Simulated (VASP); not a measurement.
Cu: relaxation of cell and atoms with PBE+D3(BJ)

Crystal: Cu.

```xyz
1
Lattice="0.0000 1.8075 1.8075 1.8075 0.0000 1.8075 1.8075 1.8075 0.0000" Properties=species:S:1:pos:R:3 pbc="T T T"
Cu    0.0000    0.0000    0.0000
```

- Program: VASP 6.6.1
- Task: relaxation of cell and atoms
- Functional: PBE
- Dispersion: D3(BJ)
- Potentials or basis: VASP PAW PBE potentials, release 64 (Cu)
- Cutoff: 600 eV
- k mesh: 18 × 18 × 18
- Occupations: methfessel-paxton, width 0.1 eV
- Spin: no spin polarisation
- Further INCAR settings: ALGO = Normal; EDIFF = 1e-06; IBRION = 2; EDIFFG = -0.01; NSW = 90; ISIF = 3

```json
{
 "Relaxed volume": "11.36 Å³/atom",
 "Relaxed cell": "a = 2.523 Å, b = 2.523 Å, c = 2.523 Å, α = 60.00°, β = 60.00°, γ = 60.00°",
 "Space group after relaxing (to 0.05 Å)": "Fm-3m (No. 225)",
 "Energy gained by relaxing": "8.4 meV/atom",
 "Ionic steps": "3",
 "Pressure after relaxing": "0.0 GPa",
 "Band gap on the k mesh": "none (metal or under the smearing width)",
 "Dispersion energy per atom": "-0.607 eV"
}
```

Step by step:
```
step  energy change (eV)  largest force (eV/Å)  pressure (GPa)  volume (Å³)
   1              0.0000                0.0000           -5.65        11.81
   2             -0.0057                0.0000            3.79        11.11
   3             -0.0084                0.0000            0.01        11.36
```

Final structure:
```yaml
crystal:
  lattice:
    - [0.00000, 1.78399, 1.78399]
    - [1.78399, 0.00000, 1.78399]
    - [1.78399, 1.78399, 0.00000]
  atoms:
    - { symbol: Cu, position: [0.00000, 0.00000, 0.00000] }
```

Levels at points of the mesh, in eV from the Fermi level:
```
           k point  band 4  band 5  band 6  band 7  band 8  band 9
(0.00, 0.00, 0.00)   -3.12   -2.24   -2.24   22.94   25.89   25.89
(0.50, 0.00, 0.00)   -1.64   -1.64   -1.09    3.99   21.41   22.72
(0.50, 0.50, 0.00)   -1.49   -1.49    1.50    7.42   13.42   13.42
```

Wall time 18 s on 1 thread of Intel(R) Xeon(R) 6975P-C (Granite Rapids), on a shared host, peak memory 0.16 GiB.

Caveat: pairwise dispersion overbinds metals, which lowers pressure and volume.
